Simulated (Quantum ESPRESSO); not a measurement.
Crystal: BeS.

```
CELL_PARAMETERS angstrom
0.00000 2.42500 2.42500
2.42500 0.00000 2.42500
2.42500 2.42500 0.00000
ATOMIC_POSITIONS crystal
S 0.75000 0.75000 0.75000
Be 0.00000 0.00000 0.00000
```

Base run:

* Program: Quantum ESPRESSO 7.5
* Functional: PBE
* Potentials or basis: GBRV 1.5 PBE
* Cutoff: 612 eV
* Density cutoff: 4898 eV
* k mesh: 6 × 6 × 6, shifted
* Occupations: fermi-dirac, width 0.05 eV
* Spin: no spin polarisation

Its results: pressure 1.6 GPa; electronic dielectric tensor (diagonal) 5.27.

Problem. After a change of settings the same cell gave: pressure 5.0 GPa; electronic dielectric tensor (diagonal) 5.11. Which change was it?
A. functional from PBE to LDA; potentials or basis from GBRV 1.5 PBE to GBRV 1.5 LDA
B. functional from PBE to BLYP
C. functional from PBE to PBEsol; potentials or basis from GBRV 1.5 PBE to GBRV 1.5 PBEsol
D. functional from PBE to WC

Solution. B.

BLYP binds less tightly than PBE, so the same cell stands under more pressure.

Caveats: the potentials were made for another functional, which shifts forces and pressure (some runs); the cell is more than 3 GPa from zero pressure, which shifts response properties (some runs).
